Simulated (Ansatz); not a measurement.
# KI (Fm-3m) in Ansatz: notebook

Aim: see how the results for KI move with the level of theory and the settings. Levels: PBEsol, HSE06, PBE0. Tasks: single point.

Everything below comes from runs of Ansatz 0.2.0. Logs are shortened: lines on timing, memory, paths and dates and some standing lists are left out, and cuts for length are marked.

**Measured values to compare with.**

From a printed reference work, monograph, for a bulk crystal of KI: band gap 6.32 eV.

The results are compared with them further down.

### 1 Starting point

The structure is cubic, space group Fm-3m (No. 225). The conventional cell has a = 7.066 Å, b = 7.066 Å, c = 7.066 Å, α = 90.00°, β = 90.00°, γ = 90.00°. I (site symmetry m-3m) is surrounded by 6 K at 3.53 Å. K (site symmetry m-3m) is surrounded by 6 I at 3.53 Å.

### 2 Single point, PBEsol

The input, input.yaml:

```yaml
crystal:
  lattice:
    - [0.0, 3.532775, 3.532775]
    - [3.532775, 0.0, 3.532775]
    - [3.532775, 3.532775, 0.0]
  atoms:
    - { symbol: I, position: [0.5, 0.5, 0.5] }
    - { symbol: K, position: [0.0, 0.0, 0.0] }
kpoints:
  mp_grid: { grid: [6, 6, 6] }
scf:
  occupations: { method: fermi_dirac, width: 0.05 }
hamiltonian:
  xc: pbesol
  pseudopotentials: { kind: all_electron, datasets: crystal }
output:
  forces: true
  stress: true
  eigenvalues: true
```

Potentials or basis: all-electron PAW datasets made for the crystal.

Run with:

```console
ansatz run input.yaml --threads 2 --pin off --max-ram 8192MiB --backend cpu --events-out ev --progress --plain --runs-dir out
```

Standard output:

```text
Warning: RAYON_NUM_THREADS=2 ignored (pool sized by the plan → 2); use --threads N
hamiltonian.pseudopotentials.datasets: crystal makes datasets for this crystal and solves the spheres of its atoms anew in each pass: cutoff 200.0 eV, the density's 800.0 eV; for an error of 0.50 meV an atom under PBE, 1.0 meV for the cell; an energy difference from a run of another recipe may be off by several times the error for the cell, under r2SCAN by more, where some 0.1 meV an atom stays at smaller errors; K in spheres of 1.376 Å, 9 of its electrons in bands; I in spheres of 1.376 Å, 7 of its electrons in bands, 10 on its site; only band paths and densities of states list, in semicore columns, the levels of the semicore shells that are solved separately: 4d of I
Engine: ansatz 0.2.0, aarch64-unknown-linux-gnu
Pseudopotentials: kind: all_electron
Pseudopotential: I, paw, valence charge 17, recommended cutoff 200 eV (normal), crystal/all_electron/pbesol/scalar/gaussian/I, Koelling and Harmon's equation, gaussian nucleus
Pseudopotential: K, paw, valence charge 9, recommended cutoff 200 eV (normal), crystal/all_electron/pbesol/scalar/gaussian/K, Koelling and Harmon's equation, gaussian nucleus
Functional definition: PBEsol
  exchange = pbesol_x
  correlation = pbesol_c
Crystal: 2 atoms, lattice volume = 88.182 Å³
Basis set: ecut = 200 eV, 537 PW (Γ), exchange–correlation on 48×48×48 points (8 copies of the dense FFT grid, shifted against one another)
Bands: 12, of which v1, the nominal top of the filled ones, is band 8 counted from 1 (7 counted from 0)
Symmetry: 48 space group operations
Space group: Fm-3m (ITA 225), of the structure as read, at distance tolerance 4.5e-5 Å
k-points: 16 of 216
Non-local potential: I, projectors of the file, l = 0: 1, l = 1: 1
Non-local potential: K, projectors of the file, l = 0: 2, l = 1: 3, l = 2: 2
PAW form: soft (Blöchl's): semilocal exchange-correlation on the pseudo side does not see the compensation charge
PAW one-centre angular grid: I, 110 points (default); XC on its mesh's 1859 points in the sphere
PAW one-centre angular grid: K, 110 points (default); XC on its mesh's 1971 points in the sphere
Initial density: superposition of atomic densities (neutral atoms: chi_scale 0, normalization atom)
Initial wavefunctions: pseudopotential atomic-orbital guess
Functional: x = pbesol(κ = 0.804, μ = 0.12345679012345678), c = pbesol(β = 0.046)
iter 1 solved again at ethr=2.56e-3 eV; its pass at ethr=1.00e-1 eV (dr2=4.10e-1 eV) is discarded
SCF iter   1: F=—  HF=-209927.203083 eV  |F-HF|=—  |Δ(HF+E_count)|=         —  Δρ=1.22e-2  dr2=3.76e-1  ethr=2.56e-3  ⟨swp⟩=5.4  Hψ=1275  notcnv=0
preconditioner: auto → none  [insulator: Δε(μ)=4.090 eV  Ē_g=13.525 eV  σ=0.050 eV  W_gap=1.00  n_scr=14 (ndim 8)  ℏωp=14.8 eV  f_vac=0.000  D(μ)=0.00/eV (n_scr^D=0)  ε∞_Penn≈2.2]
iter 2 solved again at ethr=1.16e-4 eV; its pass at ethr=2.35e-3 eV (dr2=1.85e-2 eV) is discarded
SCF iter   2: F=—  HF=-209927.090081 eV  |F-HF|=—  |Δ(HF+E_count)|=   1.13e-1  Δρ=4.43e-3  dr2=1.88e-2  ethr=1.16e-4  ⟨swp⟩=3.1  Hψ=1011  notcnv=0  defer=11
SCF iter   3: F=—  HF=-209927.095363 eV  |F-HF|=—  |Δ(HF+E_count)|=   5.28e-3  Δρ=1.98e-3  dr2=3.92e-3  ethr=1.16e-4  ⟨swp⟩=3.1  Hψ=414  notcnv=0  defer=12
SCF iter   4: F=—  HF=-209927.099251 eV  |F-HF|=—  |Δ(HF+E_count)|=   3.89e-3  Δρ=2.27e-4  dr2=3.51e-5  ethr=2.45e-5  ⟨swp⟩=3.2  Hψ=453  notcnv=0  defer=6
SCF iter   5: F=—  HF=-209927.099259 eV  |F-HF|=—  |Δ(HF+E_count)|=   8.26e-6  Δρ=8.78e-5  dr2=6.03e-6  ethr=2.20e-7  ⟨swp⟩=4.1  Hψ=589  notcnv=0  defer=1
SCF iter   6: F=—  HF=-209927.099267 eV  |F-HF|=—  |Δ(HF+E_count)|=   8.22e-6  Δρ=4.19e-5  dr2=1.28e-6  ethr=3.77e-8  ⟨swp⟩=3.0  Hψ=451  notcnv=0
SCF iter   7: F=-209927.099267 eV  HF=-209927.099267 eV  |F-HF|=3.90e-8  |Δ(HF+E_count)|=   2.87e-7  Δρ=8.73e-6  dr2=5.59e-8  ethr=8.01e-9  ⟨swp⟩=3.0  Hψ=387  notcnv=0
SCF 1 converged in 7 iterations: F = -209927.099270 eV  dr2 = 5.59e-8
  Residual-converged pass: ⟨swp⟩=4.3  Hψ=527  notcnv=0  max |occ|·‖R‖ = 5.0e-6 eV (tolerance 5.3e-6 eV)  dr2=5.45e-8  dr2_onsite=3.54e-8  max |Δocc| = 5.3e-21
SCF converged after 7 iterations
Free energy (F): -209927.099270 eV
Harris-Foulkes:  -209927.099270 eV  (|F-HF|=3.90e-8)
Internal energy: -209927.099270 eV  (E = F + TS)
E sigma→0 (E₀):  -209927.099270 eV
Past the cutoff: the bands carry plane waves up to 1.75 times it, of which those up to 1.5 times it add -0.000175 eV an atom, each by itself; the spheres take 0.000159 eV an atom off the energy for waves past 1.75 times it
By the cutoff:   a pressure is off by up to 0.005 GPa (1.2 times the spheres' own share and the shells' term, over an atom's volume, and 0.004 GPa: a bound that held against runs at twice the plane waves)
Past the cutoffs: a stress includes 0.0018 GPa for waves and charges beyond them, in addition to the slope of what the spheres take
In the spheres:  the bands' charges fall short by 4.8e-7 e at most (sound up to 1e-3), those of shells solved beside the bands by 1.8e-7 e (sound up to 5e-4)
Fermi energy:    5.015772 eV
--- Per-component energies (eV) ---
  E_band       = -103.411594
  E_kinetic    = 210.846400
  E_local      = -2477.009180  (includes V_loc(G=0)·N_el)
  E_nonlocal   = 32.958292
  E_hartree    = 1145.911846
  E_xc         = -156.225198
  E_vxc        = -189.373172  (∫ρ·V_xc dr)
  E_paw        = -212923.224464  (= ΣΔE_a)
  E_vpaw       = -6280.740758  (= ΣTr[D̂ρ^β])
  E_ewald      = -2068.432357
  E_smearing   = -0.000000  (= −TS)
  E_closure    = 6308.075392  (closes the sum)
  Σ components = -209927.099270   (vs F -209927.099270, Δ=0.00e0)
  The terms above E_closure are by the made datasets' own strengths, without shells solved beside the bands.
--- Forces (eV/Å), atoms counted from 1 ---
  atom   1  I      0.00000000    -0.00000000    -0.00000000
  atom   2  K     -0.00000000     0.00000000     0.00000000
  max |Σ_I F_I| component: 3.44e-29 eV/Å
--- Stress (GPa, compression-positive) ---
       -0.285073       0.000000      -0.000000
        0.000000      -0.285073      -0.000000
        0.000000       0.000000      -0.285073
  P = ⅓ Tr σ = -0.2851 GPa (-2.851 kbar)
  It holds what live shells' own plane waves past their cutoff add
--- Band table (eV; the first three rows and the last of 16) ---
  k-point 0: bands = ["-25.2645", "-8.8182", "-8.8182", "-8.8182", "-7.4884", "3.0563", "3.0563", "3.0563", "6.8740", "9.4978"]
  k-point 1: bands = ["-25.2640", "-8.8640", "-8.8188", "-8.8188", "-7.4108", "2.6260", "2.9641", "2.9641", "7.5065", "9.3984"]
  k-point 2: bands = ["-25.2629", "-8.9443", "-8.8200", "-8.8200", "-7.2651", "1.9773", "2.7935", "2.7935", "8.2757", "9.9789"]
  k-point 15: bands = ["-25.2616", "-8.8654", "-8.8585", "-8.8443", "-7.2964", "2.1679", "2.4831", "2.5027", "8.6293", "9.3774"]
```

It took 1.5 s on 2 threads of Arm Neoverse V2, shared host; peak memory 0.42 GiB.

Results:

```yaml
Free_energy: -209927.0993 eV
Pressure: -0.3 GPa
Band_gap_on_the_k_mesh: 3.82 eV, direct
```

Caveat: spin-orbit coupling is left out, which moves the levels of the heavy elements.

### 3 Single point, HSE06

Changes to input.yaml since step 2:

```diff
@@ -13,3 +13,3 @@
 hamiltonian:
-  xc: pbesol
+  xc: hse06
   pseudopotentials: { kind: all_electron, datasets: crystal }
@@ -18,2 +18 @@
   stress: true
-  eigenvalues: true
```

Potentials or basis: all-electron PAW datasets made for the crystal.

Run with:

```console
ansatz run input.yaml --threads 2 --pin off --max-ram 8192MiB --backend cpu --events-out ev --progress --plain --runs-dir out
```

It took 97 s on 2 threads of Arm Neoverse V2, shared host; peak memory 1.1 GiB.

It converged, with:

```yaml
Free_energy: -210029.9384 eV
Pressure: 0.4 GPa
Band_gap_on_the_k_mesh: 4.96 eV, direct
```

Levels at points of the mesh, in eV from the valence-band top:
| k point | band 9 | band 10 | band 11 | band 12 | band 13 | band 14 | band 15 |
| --- | --- | --- | --- | --- | --- | --- | --- |
| (0.00, 0.00, 0.00) | -12.95 | -11.39 | 0.00 | 0.00 | 0.00 | 4.96 | 7.64 |
| (0.00, 0.00, -0.50) | -12.95 | -11.07 | -1.39 | -0.35 | -0.35 | 6.49 | 8.91 |
| (0.00, -0.50, -0.50) | -12.97 | -11.22 | -1.07 | -0.40 | -0.40 | 5.93 | 6.83 |

Caveat: spin-orbit coupling is left out, which moves the levels of the heavy elements.

### 4 Single point, PBE0

Changes to input.yaml since step 3:

```diff
@@ -13,3 +13,3 @@
 hamiltonian:
-  xc: hse06
+  xc: pbe0
   pseudopotentials: { kind: all_electron, datasets: crystal }
```

Run with:

```console
ansatz run input.yaml --threads 2 --pin off --max-ram 8192MiB --backend cpu --events-out ev --progress --plain --runs-dir out
```

It took 99 s on 2 threads of Arm Neoverse V2, shared host; peak memory 1.1 GiB.

Results (log left out):

```
Free energy            : -210029.2896 eV
Pressure               : 0.4 GPa
Band gap on the k mesh : 5.65 eV, direct
```

Levels at points of the mesh, in eV from the valence-band top:
```
             k point  band 9  band 10  band 11  band 12  band 13  band 14  band 15
  (0.00, 0.00, 0.00)  -12.99   -11.44     0.00     0.00     0.00     5.65     8.37
 (0.00, 0.00, -0.50)  -12.99   -11.11    -1.44    -0.36    -0.36     7.19     9.64
(0.00, -0.50, -0.50)  -13.01   -11.27    -1.11    -0.41    -0.41     6.63     7.55
```

Caveat: spin-orbit coupling is left out, which moves the levels of the heavy elements.

### 5 Summary

```tsv
level	cutoff (eV)	gap on the mesh (eV)	pressure (GPa)
PBEsol	200	3.82	-0.3
HSE06	290	4.96	0.4
PBE0	290	5.65	0.4
```

Alike in all rows: task single point; potentials or basis all-electron PAW datasets made for the crystal; no spin polarisation; cell as given; k mesh 6 × 6 × 6; smearing fermi-dirac 0.05 eV.

On the cell as given the gap runs from 3.82 eV (PBEsol) to 5.65 eV (PBE0). The pressure there spans -0.3 GPa (PBEsol) to 0.4 GPa (HSE06); a positive pressure means that this level wants a larger cell, a negative one a smaller.

Caveats: spin-orbit coupling is left out, which moves the levels of the heavy elements.

Compare energies only between runs with the same functional and basis.

### 6 How close it comes

Step 2. A measured gap of KI is 6.32 eV (a printed reference work, monograph); the calculated 3.82 eV misses it by -2.50 eV. Spin-orbit coupling on I is left out. The value is that of PBEsol, without temperature or zero-point motion. Semilocal functionals fall short of measured gaps as a rule.

Step 3. A measured gap of KI is 6.32 eV (a printed reference work, monograph); the calculated 4.96 eV misses it by -1.36 eV. Spin-orbit coupling on I is left out. The value is that of HSE06, without temperature or zero-point motion.

Step 4. Against the measured gap of KI, 6.32 eV (a printed reference work, monograph), the calculated 5.65 eV is off by -0.67 eV. Spin-orbit coupling on I is left out. The value is that of PBE0, without temperature or zero-point motion.
